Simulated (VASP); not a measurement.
A run of VASP 6.6.1:

File INCAR:

```
SYSTEM = MgO
PREC = Accurate ; ENCUT = 600
EDIFF = 1E-6 ; ISMEAR = 0
SIGMA = 0.02 ; LREAL = .False.
LASPH = .True. ; NELM = 60
ALGO = Normal ; ISIF = 3
LWAVE = .False. ; LCHARG = .False.
GGA = PE ; IBRION = 2
NSW = 100 ; EDIFFG = -0.005
```

File KPOINTS:

```
Automatic mesh
0
Gamma
  10 10 10
  0 0 0
```

File POSCAR:

```
MgO
1.0
    2.6592424603      0.0000000000      0.0000000000
    0.0000000000      2.6592424603      0.0000000000
    0.0000000000      0.0000000000      2.6592424603
Mg O
1 1
Direct
    0.0000000000      0.0000000000      0.0000000000
    0.5000000000      0.5000000000      0.5000000000
```

Potentials or basis: VASP PAW PBE potentials, release 64 (Mg, O).

Launch:

```console
$ cat potpaw_PBE.64/Mg/POTCAR potpaw_PBE.64/O/POTCAR > POTCAR
$ mpirun -np 1 vasp_std > vasp.out
```

Hardware: 1 thread of Intel(R) Xeon(R) 6975P-C (Granite Rapids), on a shared host.

**Question.** Estimate the wall time of this run.

**Answer.** Run time: 6.1 s on 1 thread of Intel(R) Xeon(R) 6975P-C (Granite Rapids) (shared host), peak memory 0.14 GiB. Counts: scf iterations 20, k points 56, ion steps 3.
